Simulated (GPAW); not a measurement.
The system is ZrC.

```xyz
2
Lattice="0.0000 2.3650 2.3650 2.3650 0.0000 2.3650 2.3650 2.3650 0.0000" Properties=species:S:1:pos:R:3 pbc="T T T"
Zr    2.3650    2.3650    2.3650
C     0.0000    0.0000    0.0000
```

Base run:

* Program: GPAW 26.7.0
* Functional: PBEsol
* Potentials or basis: PAW data sets generated in the run's folder for this functional
* Cutoff: 800 eV
* Basis: pw
* k mesh: 10 × 10 × 10
* Occupations: fermi-dirac, width 0.05 eV
* Spin: no spin polarisation

Its results: pressure -9.3 GPa.

Task: The run is repeated on the same cell with these changes: functional from PBEsol to r2SCAN; potentials or basis from PAW data sets generated in the run's folder for this functional to GPAW PAW data sets (gpaw-data 1.2.1). What comes out?

Result: Pressure -3.1 GPa.

Caveats: the PAW data sets were made with another functional, which shifts forces and pressure a little (some runs).

Not every run made on this cell is shown here.
